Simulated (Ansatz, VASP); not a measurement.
## Two plane-wave programs on CsI

```xyz
2
Lattice="4.5667 0.0000 0.0000 0.0000 4.5667 0.0000 0.0000 0.0000 4.5667" Properties=species:S:1:pos:R:3 pbc="T T T"
Cs    0.0000    0.0000    0.0000
I     2.2833    2.2833    2.2833
```

Alike in both runs: task relaxation of cell and atoms; functional PBE; k mesh 6 × 6 × 6; occupations gaussian, width 0.02 eV; no spin polarisation.

|  | VASP | Ansatz |
| --- | --- | --- |
| version | VASP 6.6.1 | Ansatz 0.2.0 |
| potentials or method | VASP PAW PBE potentials, release 64 (Cs_sv, I) | scalar-relativistic, plane waves, PAW |
| plane-wave cutoff (eV) | 600 | 420 |
| valence electrons in the cell | 16 | 26 |

```tsv
	VASP	Ansatz	Ansatz less VASP
gap on the k mesh at the Fermi level, each at its own relaxed structure (eV)	3.67	3.69	+0.020
relaxed volume (Å³/atom)	50.95	50.79	-0.160
relaxed cell length with the largest relative difference (Å)	4.671	4.666	-0.0049
energy change over the relaxation (meV/atom)	-8	-7	+0.6
```

The two sets of potentials don't hold the same shells in valence.

Caveats: spin-orbit coupling is left out, which moves the levels of the heavy elements. PBE gaps usually lie below the measured ones, often by a third to a half. A k mesh can miss the band edges.
